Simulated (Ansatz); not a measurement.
TiSe:

```
Ti Se
1.0
     3.20359    0.00000    0.00000
     0.00000    3.20359    0.00000
     0.00000    0.00000    3.20359
Ti Se
1 1
Cartesian
  0.0000 0.0000 0.0000
  1.6018 1.6018 1.6018
```

The cell was built by a generator and needn't be a form met in nature.

- Program: Ansatz 0.2.0
- Task: relaxation of cell and atoms
- Functional: BLYP
- Dispersion: D3(BJ)
- Potentials or basis: Ansatz PAW
- Cutoff: 420 eV (not typed: the program's choice for these potentials)
- k mesh: 8 × 8 × 8
- Occupations: fermi-dirac, width 0.05 eV
- Spin: no spin polarisation

At the start: volume 16.44 Å³/atom.

Task: How do energy, volume and symmetry change on relaxing?

Result: It ends after 5 steps and the volume is 15.57 Å³/atom (-5.3 %); space group Pm-3m (No. 221, to 0.05 Å).

Step by step:
```
step  energy change (eV)  largest force (eV/Å)  volume (Å³)
   1              0.0000                0.0000        32.88
   2             -0.0186                0.0000        30.01
   3             -0.0353                0.0000        31.24
   4             -0.0355                0.0000        31.14
   5             -0.0351                0.0000        31.14
```

Final structure:
```xyz
2
Lattice="3.1460 0.0000 0.0000 0.0000 3.1460 0.0000 0.0000 0.0000 3.1460" Properties=species:S:1:pos:R:3 pbc="T T T"
Ti    0.0000    0.0000    0.0000
Se    1.5730    1.5730    1.5730
```

Caveat: the plane-wave basis is chosen anew once the cell has moved, so the energies of steps on either side of that aren't comparable; pairwise dispersion overbinds metals, which lowers pressure and volume; the PAW data sets come from PBE, with cores solved anew for the run's functional, which leaves a small shift of forces and pressure.
